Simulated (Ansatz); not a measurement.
## Ti: what symmetry allows forces and stress to be

```
CELL_PARAMETERS angstrom
4.66192 0.00000 0.00000
-2.33096 4.00949 -0.02373
0.00000 -0.01696 2.83241
ATOMIC_POSITIONS crystal
Ti 0.00274 0.00548 0.00418
Ti 0.33233 0.66466 0.50843
Ti 0.66493 0.32987 0.48739
```

Computed with Ansatz 0.2.0, DFT PBE, scalar-relativistic, plane waves, PAW.

Settings: cutoff 420 eV, Γ-centred mesh 10×10×14 on the computed 3-atom cell, Gaussian smearing of 0.10 eV; no spin polarisation.

This distorted cell has space group Cm, with 2 operations.

Question: Without a calculation: in which directions can each atom feel a force?

Answer: A force must be left unchanged by every operation that keeps its atom in place, so it lies in the space that those operations leave fixed. Atoms that the group maps onto each other feel forces of one size.
```
atom site symmetry operations at the site equivalent to atom allowed force (Cartesian)
 Ti1              m                       2                   1  in the plane normal to (1.00, 0.00, 0.00)
 Ti2              m                       2                   2  in the plane normal to (1.00, 0.00, 0.00)
 Ti3              m                       2                   3  in the plane normal to (1.00, 0.00, 0.00)
```

That leaves 6 independent force components of 9, tied by 2 conditions that the forces sum to zero, so 4 remain. A relaxation in this cell that keeps the symmetry moves the atoms in these directions alone.

Question: And the stress tensor?

Answer: It must be invariant under the point group, which leaves 4 independent components: xz, xy vanish.

Question: Do the computed values obey this?

Answer: Yes. Forces (eV/Å):
```
Ti1  0.000 -0.065 -0.101
Ti2  0.000  0.016 -0.050
Ti3  0.000  0.049  0.151
```

Stress (GPa, compression positive, xx yy zz yz xz xy): -4.14 -3.36 -1.40 0.64 0.00 0.00. The program imposes the same operations on density, forces and stress, so this confirms the analysis and is no independent test of the calculation.

This form isn't the element's structure at ambient conditions.

Cost: 1 run of about 1.3 core-minutes, on Arm Neoverse N1 (shared hosts).